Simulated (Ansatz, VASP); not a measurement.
**Two plane-wave programs on Hf**

```
Hf
1.0
     0.00000    2.12755    5.19512
     2.12154    0.00000    5.19512
     2.12154    2.12755    0.00000
Hf
2
Direct
  0.14998 0.14998 0.85002
  0.85002 0.85002 0.14998
```

Alike in both runs: functional PBEsol; k mesh 20 × 20 × 20; occupations gaussian, width 0.1 eV; no spin polarisation.

Ansatz relaxed the structure, and its values are those at the end. VASP's run is a single point on that final structure, the one shown.

|  | VASP | Ansatz |
| --- | --- | --- |
| version | VASP 6.6.1 | Ansatz 0.2.0 |
| potentials or method | VASP PAW PBE potentials, release 64 (Hf_pv) | scalar-relativistic, plane waves, PAW |
| plane-wave cutoff (eV) | 520 | 420 |
| valence electrons in the cell | 20 | 52 |

|  | VASP | Ansatz | Ansatz less VASP |
| --- | --- | --- | --- |
| gap on the k mesh at the Fermi level (eV) | none | none | - |
| pressure (GPa) | -0.4 | 0.0 | +0.36 |
| rms of the force components (eV/Å) | 0.028 | 0.000 | -0.0280 |

A gap of «none» marks a metal or a gap that the smearing closes. The two sets of potentials don't hold the same shells in valence.

Caveats: the PAW data sets were made with another functional, which shifts forces and pressure a little (VASP). The runs have no spin-orbit coupling, so splittings on Hf are missing.
